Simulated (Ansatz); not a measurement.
Take a crystal in which B has been replaced by Ga on all its sites, with the cell rescaled by a rough guess (in some cases also distorted within its space group) and nothing relaxed:

```yaml
crystal:
  lattice:
    - [2.88530, 0.00000, 0.00000]
    - [-1.44265, 2.49875, 0.00000]
    - [0.00000, 0.00000, 7.67558]
  atoms:
    - { symbol: Ga, position: [0.33333, 0.66667, 0.25000] }
    - { symbol: Ga, position: [0.66667, 0.33333, 0.75000] }
    - { symbol: N, position: [0.33333, 0.66667, 0.75000] }
    - { symbol: N, position: [0.66667, 0.33333, 0.25000] }
```

Theory: Ansatz 0.2.0, DFT PBE, scalar-relativistic, plane waves, PAW.

Plane waves to 420 eV, a k mesh through Γ of 12×12×4 on the computed 4-atom cell and Gaussian smearing (0.02 eV); no spin polarisation.

Task: What pressure does the cell carry?

Result: The pressure is 65.0 GPa (positive in compression), so the cell would expand.

Task: Is it a metal on this mesh?

Result: No: the gap is 2.01 eV, the least direct gap 2.01 eV.

Task: What is its energy against the elements in their standard states?

Result: +0.709 eV/atom at this unrelaxed geometry, with the elements in the same functional.

The cell holds layers, and where no dispersion correction was added their binding is poorly described.

This form isn't the usual stable structure of the compound.